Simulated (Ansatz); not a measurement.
# K: strong compression

One table from this session's results is given with a row withheld; the runs are named, their logs left out.

Program: Ansatz 0.2.0. Level of theory: DFT, PBE, PAW with Ansatz's default frozen-core files, scalar-relativistic. These are calculated values, not measurements.

**The starting structure**

Symmetry: I4_1/amd, No. 141, tetragonal system. Conventional cell: a = 8.205 Å, b = 8.205 Å, c = 4.513 Å, α = 90.00°, β = 90.00°, γ = 90.00°. Around K (site symmetry -4m2) lie 4 K at 4.25 Å.

Coordinates:

```
CELL_PARAMETERS angstrom
-4.10254 4.10254 2.25640
4.10254 -4.10254 2.25640
4.10254 4.10254 -2.25640
ATOMIC_POSITIONS crystal
K 0.62500 0.87500 0.75000
K 0.37500 0.12500 0.25000
```

Whether this phase is the stable one at these pressures isn't tested.

Atoms are numbered in the order of the input: K1, K2.

The first run:

input.yaml reads:

```yaml
crystal:
  lattice:
    - [-4.1025430837, 4.1025430837, 2.256398696]
    - [4.1025430837, -4.1025430837, 2.256398696]
    - [4.1025430837, 4.1025430837, -2.256398696]
  atoms:
    - { symbol: K, position: [-0.375, -0.125, -0.25] }
    - { symbol: K, position: [0.375, 0.125, 0.25] }
kpoints:
  mp_grid: { grid: [10, 10, 10] }
scf:
  occupations: { method: fermi_dirac, width: 0.05 }
hamiltonian:
  xc: pbe
  pseudopotentials: { kind: paw }
output:
  forces: true
  stress: true
relax:
  f_tol: 0.005
  max_steps: 40
  cell: {}
```

The run is started by

```sh
> ansatz run input.yaml --threads 1 --pin off --max-ram 2048MiB --backend cpu --events-out ev --progress --plain --runs-dir out
```

Among the steps run: Cell relaxed at zero pressure, PAW; Volume scaled by 1, PAW; Shape and atoms relaxed at 0.95 of the volume, PAW; Volume scaled by 0.95, PAW; Volume scaled by 0.95, PAW (partial_waves polarizable); Shape and atoms relaxed at 0.85 of the volume, PAW; Volume scaled by 0.85, PAW; Shape and atoms relaxed at 0.75 of the volume, PAW; Volume scaled by 0.75, PAW; Shape and atoms relaxed at 0.65 of the volume, PAW; Volume scaled by 0.65, PAW; Shape and atoms relaxed at 0.55 of the volume, PAW; Volume scaled by 0.55, PAW; Shape and atoms relaxed at 0.45 of the volume, PAW; Volume scaled by 0.45, PAW; Shape and atoms relaxed at 0.4 of the volume, PAW; Volume scaled by 0.4, PAW; Volume scaled by 0.4, PAW (partial_waves polarizable).

One table of the session follows, with a row left open; its other results are not shown here.

```
                         method  volume over the first  volume (Å³/atom)  pressure (GPa)
                            PAW                      1            76.768           -0.01
                            PAW                   0.95            72.929            0.17
                            PAW                   0.85            65.253            0.68
                            PAW                   0.75                 ?               ?
                            PAW                   0.65            49.899            2.99
                            PAW                   0.55            42.222            5.67
                            PAW                   0.45            34.545           10.78
                            PAW                    0.4            30.707           14.70
PAW (partial_waves polarizable)                   0.95            72.929            0.17
PAW (partial_waves polarizable)                    0.4            30.707           14.70
```

Q: Estimate the row for PAW, 0.75 from the others.

**Answer.** volume (Å³/atom): 57.576; pressure (GPa): 1.52. In the column «volume (Å³/atom)» it lies between PAW, 0.65 (49.899) and PAW, 0.85 (65.253).
